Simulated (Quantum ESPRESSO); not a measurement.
# PtS2 (P1) in Quantum ESPRESSO: relaxation of the atoms with RPBE+D3

Aim: the relaxation of the atoms of PtS2 with RPBE+D3.

All numbers are computed with Quantum ESPRESSO 7.5; they aren't measurements. Logs are shortened: lines on timing, memory, paths and dates and some standing lists are left out, and cuts for length are marked.

## Step 1: Starting point

The typed cell holds 3 atoms: a = 3.543 Å, b = 3.543 Å, c = 5.039 Å, α = 90.00°, β = 90.00°, γ = 120.00°.

## Step 2: Relaxation of the atoms, RPBE+D3

Input file run.py:

```python
import numpy as np
from ase.calculators.espresso import Espresso, EspressoProfile
from ase import Atoms

atoms = Atoms(['Pt', 'S', 'S'],
              cell=[[3.54319948, 0.0, 0.0], [-1.77159974, 3.06850076, 0.0], [0.0, 0.0, 5.0388]],
              scaled_positions=[[0.99585933, 0.94072473, 0.00338421], [0.33431885, 0.67677877, 0.24245756], [0.66982182, 0.3824965, 0.75415824]],
              pbc=True)

input_data = {
    'control': {'calculation': 'scf', 'prefix': 'pwscf', 'outdir': './tmp', 'tprnfor': True, 'tstress': True, 'disk_io': 'low'},
    'system': {'ecutwfc': 36.0, 'ecutrho': 216.0, 'nbnd': 18, 'input_dft': 'rpbe', 'occupations': 'smearing', 'smearing': 'fd', 'degauss': 0.01469973, 'vdw_corr': 'grimme-d3', 'dftd3_version': 3},
    'electrons': {'conv_thr': 6e-10, 'electron_maxstep': 120, 'mixing_beta': 0.5},
}
pseudopotentials = {'S': 'S.LDA_PW-JTH.UPF', 'Pt': 'Pt.LDA_PW-JTH.UPF'}
profile = EspressoProfile(command='pw.x', pseudo_dir='pseudo')
dft = Espresso(profile=profile, input_data=input_data, pseudopotentials=pseudopotentials, kpts=(6, 6, 4), koffset=(0, 0, 0))
atoms.calc = dft

from ase.optimize import BFGSLineSearch
done = BFGSLineSearch(atoms, trajectory='opt.traj').run(fmax=0.02, steps=30)
print('converged', done)
print(f'energy {atoms.get_potential_energy():.8f} eV')
print('forces (eV/A)')
print(np.round(atoms.get_forces(), 6))
print('stress (eV/A^3, Voigt)')
print(np.round(atoms.get_stress(), 8))
print(f'Fermi level {dft.get_fermi_level():.4f} eV')
```

Potentials or basis: JTH 2.0 LDA.

Launch:

```console
OMP_NUM_THREADS=1 python run.py
```

What it wrote:

```text
Step[ FC]          Energy          fmax
BFGSLineSearch:    0[  0]   -11988.131676       5.4548
BFGSLineSearch:    1[  1]   -11988.938074       0.9057
BFGSLineSearch:    2[  3]   -11988.983628       0.4213
BFGSLineSearch:    3[  4]   -11988.996562       0.1948
BFGSLineSearch:    4[  6]   -11988.997751       0.0575
BFGSLineSearch:    5[  8]   -11988.997928       0.0218
BFGSLineSearch:    6[  9]   -11988.997960       0.0041
converged True
energy -11988.99796048 eV
forces (eV/A)
[[-0.001605 -0.002778 -0.000201]
 [-0.000603  0.004051  0.000494]
 [ 0.002208 -0.001273 -0.000293]]
stress (eV/A^3, Voigt)
[-1.612652e-02 -1.623578e-02  2.568090e-03 -1.065100e-04  5.601000e-05
 -2.846000e-05]
Fermi level 9.9049 eV
```

espresso.pwi:

```text
&CONTROL
   calculation      = 'scf'
   tstress          = .true.
   tprnfor          = .true.
   outdir           = './tmp'
   prefix           = 'pwscf'
   disk_io          = 'low'
   pseudo_dir       = 'pseudo'
/
&SYSTEM
   nbnd             = 18
   ecutwfc          = 36.0
   ecutrho          = 216.0
   occupations      = 'smearing'
   degauss          = 0.01469973
   smearing         = 'fd'
   input_dft        = 'rpbe'
   vdw_corr         = 'grimme-d3'
   dftd3_version    = 3
   ntyp             = 2
   nat              = 3
   ibrav            = 0
/
&ELECTRONS
   electron_maxstep = 120
   conv_thr         = 6e-10
   mixing_beta      = 0.5
/
&IONS
/
&CELL
/
&FCP
/
&RISM
/
ATOMIC_SPECIES
Pt 195.084 Pt.LDA_PW-JTH.UPF
S 32.06 S.LDA_PW-JTH.UPF

K_POINTS automatic
6 6 4  0 0 0

CELL_PARAMETERS angstrom
3.54319948000000 0.00000000000000 0.00000000000000
-1.77159974000000 3.06850076000000 0.00000000000000
0.00000000000000 0.00000000000000 5.03880000000000

ATOMIC_POSITIONS angstrom
Pt 1.7716646947 3.0686137782 0.0000082504  
S 0.0001148634 2.0453307214 1.2523203082  
S 1.7714198884 1.0230570447 3.7864714567
```

espresso.pwo:

```text
This program is part of the open-source Quantum ESPRESSO suite
     for quantum simulation of materials; please cite
         "P. Giannozzi et al., J. Phys.:Condens. Matter 21 395502 (2009);
         "P. Giannozzi et al., J. Phys.:Condens. Matter 29 465901 (2017);
         "P. Giannozzi et al., J. Chem. Phys. 152 154105 (2020);
     in publications or presentations arising from this work. More details at

Warning: card &CELL ignored
Warning: card &FCP ignored
Warning: card &RISM ignored

     file Pt.LDA_PW-JTH.UPF: wavefunction(s)  6S 0S 6P 0P 5D 0D renormalized
     file S.LDA_PW-JTH.UPF: wavefunction(s)  3S 0S 3P 0P renormalized

     IMPORTANT: XC functional enforced from input :
     Exchange-correlation= RPBE
                           (   1   4  44   4   0   0   0)
     Any further DFT definition will be discarded
     Please, verify this is what you really want

     G-vector sticks info
     --------------------
     sticks:   dense  smooth     PW     G-vecs:    dense   smooth      PW
     Sum         673     439    139                19809    10807    1875

     Using Slab Decomposition

     bravais-lattice index     =            0
     lattice parameter (alat)  =       6.6957  a.u.
     unit-cell volume          =     369.6967 (a.u.)^3
     number of atoms/cell      =            3
     number of atomic types    =            2
     number of electrons       =        22.00
     number of Kohn-Sham states=           18
     kinetic-energy cutoff     =      36.0000  Ry
     charge density cutoff     =     216.0000  Ry
     scf convergence threshold =      6.0E-10
     mixing beta               =       0.5000
     number of iterations used =            8  plain     mixing
     Exchange-correlation= RPBE
                           (   1   4  44   4   0   0   0)

     celldm(1)=   6.695677  celldm(2)=   0.000000  celldm(3)=   0.000000
     celldm(4)=   0.000000  celldm(5)=   0.000000  celldm(6)=   0.000000

     crystal axes: (cart. coord. in units of alat)
               a(1) = (   1.000000   0.000000   0.000000 )
               a(2) = (  -0.500000   0.866025   0.000000 )
               a(3) = (   0.000000   0.000000   1.422105 )

     reciprocal axes: (cart. coord. in units 2 pi/alat)
               b(1) = (  1.000000  0.577350 -0.000000 )
               b(2) = (  0.000000  1.154701  0.000000 )
               b(3) = (  0.000000 -0.000000  0.703183 )

     PseudoPot. # 1 for Pt read from file:
     Pt.LDA_PW-JTH.UPF
     Pseudo is Projector augmented-wave + core cor, Zval = 10.0
     Generated using ATOMPAW code
     Shape of augmentation charge: SINC**2
     Using radial grid of 1126 points,  6 beta functions with:
                l(1) =   0
                l(2) =   0
                l(3) =   1
                l(4) =   1
                l(5) =   2
                l(6) =   2
     Q(r) pseudized with 0 coefficients

     PseudoPot. # 2 for S  read from file:
     S.LDA_PW-JTH.UPF
     Pseudo is Projector augmented-wave + core cor, Zval =  6.0
     Generated using ATOMPAW code
     Shape of augmentation charge: SINC**2
     Using radial grid of  999 points,  4 beta functions with:
                l(1) =   0
                l(2) =   0
                l(3) =   1
                l(4) =   1
     Q(r) pseudized with 0 coefficients

     atomic species   valence    mass     pseudopotential
     Pt               10.00   195.08400     Pt( 1.00)
     S                 6.00    32.06000     S ( 1.00)

     No symmetry found

   Cartesian axes

     site n.     atom                  positions (alat units)
         1        Pt     tau(   1) = (   0.5000183   0.8660573   0.0000023  )
         2        S      tau(   2) = (   0.0000324   0.5772553   0.3534434  )
         3        S      tau(   3) = (   0.4999492   0.2887382   1.0686588  )

     --------------------------------------------
     DFT-D3 Dispersion Correction (3-body terms):
     --------------------------------------------
       Reference C6 values for interpolation:

         atom   Coordination number   C6
         S          0.000           268.01
         S          0.995           261.99
         S          1.990           251.62
         Pt         0.000           782.29
         Pt         1.919           692.72
         Pt         6.667           673.75

       Values used:

         atom   Coordination number  R0_AB[au]  C6      C8
         Pt         6.256            3.168    673.75  70061.90
         S          3.475            3.128    251.62  12327.25
         S          3.475            3.128    251.62  12327.25

         Molecular C6 ( Ry / a.u.^6 ) =      3322.79

     number of k points=    76  Fermi-Dirac smearing, width (Ry)=  0.0147
                       cart. coord. in units 2pi/alat
        k(    1) = (   0.0000000   0.0000000   0.0000000), wk =   0.0138889
        k(    2) = (   0.0000000   0.0000000   0.1757958), wk =   0.0277778
        k(    3) = (   0.0000000   0.0000000  -0.3515916), wk =   0.0138889
        k(    4) = (   0.0000000   0.1924501   0.0000000), wk =   0.0277778
        k(    5) = (   0.0000000   0.1924501   0.1757958), wk =   0.0277778
        k(    6) = (   0.0000000   0.1924501  -0.3515916), wk =   0.0277778
[... 68 lines left out ...]
        k(   75) = (   0.5000000  -0.0962250   0.3515916), wk =   0.0277778
        k(   76) = (  -0.3333333  -0.5773503   0.1757958), wk =   0.0277778

     Dense  grid:    19809 G-vectors     FFT dimensions: (  32,  32,  45)

     Smooth grid:    10807 G-vectors     FFT dimensions: (  25,  25,  40)

     Check: negative core charge=   -0.000005

     Initial potential from superposition of free atoms

     starting charge      21.9998, renormalised to      22.0000

     negative rho (up, down):  9.516E-02 0.000E+00
     Starting wfcs are   34 randomized atomic wfcs

     Self-consistent Calculation

     iteration #  1     ecut=    36.00 Ry     beta= 0.50
     Davidson diagonalization with overlap
     ethr =  1.00E-02,  avg # of iterations =  4.7

     negative rho (up, down):  1.058E-01 0.000E+00

     total energy              =    -880.93644901 Ry
     estimated scf accuracy    <       0.43217337 Ry

     iteration #  2     ecut=    36.00 Ry     beta= 0.50
     Davidson diagonalization with overlap
     ethr =  1.96E-03,  avg # of iterations =  2.9
[... 10 lines left out ...]
     negative rho (up, down):  1.098E-01 0.000E+00

     total energy              =    -881.16767553 Ry
     estimated scf accuracy    <       0.00496110 Ry

     iteration #  4     ecut=    36.00 Ry     beta= 0.50
     Davidson diagonalization with overlap
     c_bands:  1 eigenvalues not converged
     c_bands:  1 eigenvalues not converged
     c_bands:  1 eigenvalues not converged
     c_bands:  1 eigenvalues not converged
     c_bands:  1 eigenvalues not converged
     ethr =  2.26E-05,  avg # of iterations = 10.8

     negative rho (up, down):  1.120E-01 0.000E+00

     total energy              =    -881.17454247 Ry
     estimated scf accuracy    <       0.00201220 Ry

     iteration #  5     ecut=    36.00 Ry     beta= 0.50
     Davidson diagonalization with overlap
     ethr =  9.15E-06,  avg # of iterations =  2.9
[... 60 lines left out ...]
     iteration # 12     ecut=    36.00 Ry     beta= 0.50
     Davidson diagonalization with overlap
     ethr =  8.26E-12,  avg # of iterations =  4.3

     negative rho (up, down):  1.116E-01 0.000E+00

     End of self-consistent calculation

          k = 0.0000 0.0000 0.0000 (  1327 PWs)   bands (ev):

    -5.5565  -2.7399   2.6787   3.2421   3.2430   5.9046   5.9049   7.4983
     8.5906   8.5921   9.7110  11.5155  11.5175  14.3030  15.1056  17.6375
    17.6396  22.3259

          k = 0.0000 0.0000 0.1758 (  1338 PWs)   bands (ev):

    -5.3632  -3.1911   3.2581   3.2590   3.3562   5.8912   5.8915   7.3406
     8.4286   8.4296   8.9796  11.8370  11.8385  14.6894  15.9848  17.4984
    17.4997  21.1056
[... 247 lines left out ...]
          k = 0.5000-0.2887-0.3516 (  1352 PWs)   bands (ev):

    -3.8252  -3.2390   2.2043   3.7064   4.2239   4.8213   6.4508   6.6168
     6.9675   7.0136   8.2098  11.1389  11.8138  14.6751  15.0997  17.1250
    19.9149  19.9308

          k =-0.5000-0.2887-0.3516 (  1352 PWs)   bands (ev):

    -3.8250  -3.2392   2.2043   3.7073   4.2244   4.8208   6.4504   6.6167
     6.9672   7.0136   8.2091  11.1383  11.8137  14.6760  15.1003  17.1254
    19.9150  19.9305

          k =-0.1667 0.2887 0.0000 (  1343 PWs)   bands (ev):

    -4.6222  -3.0982   3.5458   3.7883   3.7921   4.6667   5.0957   6.5830
     7.4638   7.8999   9.2717  10.7417  11.6167  15.5751  17.0822  18.1924
    18.3184  18.9352
[... 115 lines left out ...]
          k = 0.3333-0.3849 0.1758 (  1343 PWs)   bands (ev):

    -3.8208  -3.2996   2.7692   3.4824   4.2278   5.1816   5.3328   6.7079
     6.8491   7.1477   8.6264  10.5700  11.4887  15.1530  16.7242  17.5926
    19.0732  19.8115

          k =-0.3333-0.3849-0.1758 (  1343 PWs)   bands (ev):

    -3.6409  -3.5143   2.8756   3.6686   4.4390   4.8207   5.2537   6.4908
     6.7396   7.4974   8.1244  10.9236  11.7451  15.2382  16.8941  18.0235
    18.5142  19.4016

          k = 0.5000-0.0962-0.1758 (  1343 PWs)   bands (ev):

    -3.6411  -3.5141   2.8759   3.6683   4.4382   4.8205   5.2529   6.4914
     6.7406   7.4984   8.1246  10.9232  11.7446  15.2390  16.8944  18.0228
    18.5153  19.4003
[... 43 lines left out ...]
          k =-0.3333-0.5774 0.1758 (  1341 PWs)   bands (ev):

    -3.4452  -3.4448   3.3460   3.5109   3.5114   5.2433   5.2440   6.2241
     6.4778   7.9200   7.9208  11.0416  11.0428  15.4252  17.9472  18.2516
    18.2527  20.3076

     the Fermi energy is     9.9049 ev

!    total energy              =    -881.17517431 Ry
     total all-electron energy =      -881.175174 Ry
     estimated scf accuracy    <          1.6E-10 Ry
     smearing contrib. (-TS)   =      -0.00408031 Ry
     internal energy E=F+TS    =    -881.17109401 Ry

     The total energy is F=E-TS. E is the sum of the following terms:
     one-electron contribution =       1.97889876 Ry
     hartree contribution      =      17.02569231 Ry
     xc contribution           =     -22.06076331 Ry
     ewald contribution        =     -88.32847743 Ry
     DFT-D3 Dispersion         =      -0.11089220 Ry
     one-center paw contrib.   =    -789.67555213 Ry

     convergence has been achieved in  12 iterations

     negative rho (up, down):  1.116E-01 0.000E+00

     Forces acting on atoms (cartesian axes, Ry/au):

     atom    1 type  1   force =    -0.00006241   -0.00010805   -0.00000782
     atom    2 type  2   force =    -0.00002345    0.00015756    0.00001922
     atom    3 type  2   force =     0.00008586   -0.00004951   -0.00001140

     Total force =     0.000227     Total SCF correction =     0.000018

     Computing stress (Cartesian axis) and pressure

     negative rho (up, down):  1.116E-01 0.000E+00
          total   stress  (Ry/bohr**3)                   (kbar)     P=       15.91
   0.00017564   0.00000031  -0.00000061           25.84        0.05       -0.09
   0.00000031   0.00017683   0.00000116            0.05       26.01        0.17
  -0.00000061   0.00000116  -0.00002797           -0.09        0.17       -4.11

=------------------------------------------------------------------------------=
   JOB DONE.
=------------------------------------------------------------------------------=
```

Run time: 5 min. Hardware: 1 thread of Intel Xeon Platinum 8488C (Sapphire Rapids), shared host; peak memory 0.15 GiB.

Results:

```
Free energy                  : -11988.9990 eV
Energy gained by relaxing    : 288.8 meV/atom
Ionic steps                  : 7
Pressure after relaxing      : 1.6 GPa
Largest force after relaxing : 0.004 eV/Å
Band gap on the k mesh       : 0.62 eV, indirect (least direct gap 1.35 eV)
```

Forces in eV/Å, atoms in the order of the input:
```
Pt  -0.002 -0.003  0.000
S   -0.001  0.004  0.000
S    0.002 -0.001  0.000
```

Step by step:
```tsv
step	energy change (eV)	largest force (eV/Å)
1	0.0000	5.4548
2	-0.8064	0.9057
3	-0.8520	0.4213
4	-0.8649	0.1948
5	-0.8661	0.0575
6	-0.8663	0.0218
7	-0.8663	0.0041
```

Final structure:
```cif
data_structure
_symmetry_space_group_name_H-M 'P 1'
_symmetry_Int_Tables_number 1
_cell_length_a 3.5432
_cell_length_b 3.5432
_cell_length_c 5.0388
_cell_angle_alpha 90.000
_cell_angle_beta 90.000
_cell_angle_gamma 120.000
_cell_volume 54.78
loop_
_atom_site_label
_atom_site_type_symbol
_atom_site_fract_x
_atom_site_fract_y
_atom_site_fract_z
_atom_site_occupancy
Pt1 Pt 0.00004 0.00004 0.00000 1
S1 S 0.33331 0.66656 0.24854 1
S2 S 0.66665 0.33341 0.75146 1
```

Caveat: the potentials were made for another functional, which shifts forces and pressure; the cutoff is low for these files, which shifts pressure and relaxed volume; spin-orbit coupling is left out, which moves the levels of the heavy elements. A k mesh can miss the band edges.

## Step 3: For comparison

An earlier run on the cell as given: functional PBE; potentials or basis SSSP 1.3 efficiency PBE; cutoff 748 eV; density cutoff 5987 eV; k mesh 9 × 9 × 5; occupations fermi-dirac, width 0.05 eV; no spin polarisation.

- Pressure: 11.6 GPa
- Largest force: 5.533 eV/Å
- Band gap on the k mesh: 0.41 eV, indirect (least direct gap 0.56 eV)
